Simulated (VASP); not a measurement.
Here is the system:

```
CELL_PARAMETERS angstrom
      1.34643    -2.33208     0.00000
      1.34643     2.33208     0.00000
      0.00000     0.00000     4.37270
ATOMIC_POSITIONS crystal
  Be 0.66667 0.33333 0.50001
  Be 0.33333 0.66667 0.00001
  O  0.66667 0.33333 0.87799
  O  0.33333 0.66667 0.37799
```

Calculation: r2SCAN meta-GGA, VASP's PBE PAW potentials (set 64) (plane waves; VASP 6.6.1). Settings: 520 eV cut-off, 9×9×5 Γ-centred mesh, Gaussian smearing of 0.050 eV, potentials Be O.

**Question.** Estimate the energy per atom (σ→0), band gap (on the k-mesh) with the smallest direct gap where there is one.

**Answer.** 
```yaml
band gap (on the k-mesh): 8.54 eV
smallest direct gap (on the k-mesh): 8.54 eV
energy per atom (σ→0): -8147 meV/atom
```

Only differences to runs with the same potentials and settings are physical.

The compound is BeO in the wurtzite structure. It was relaxed first.
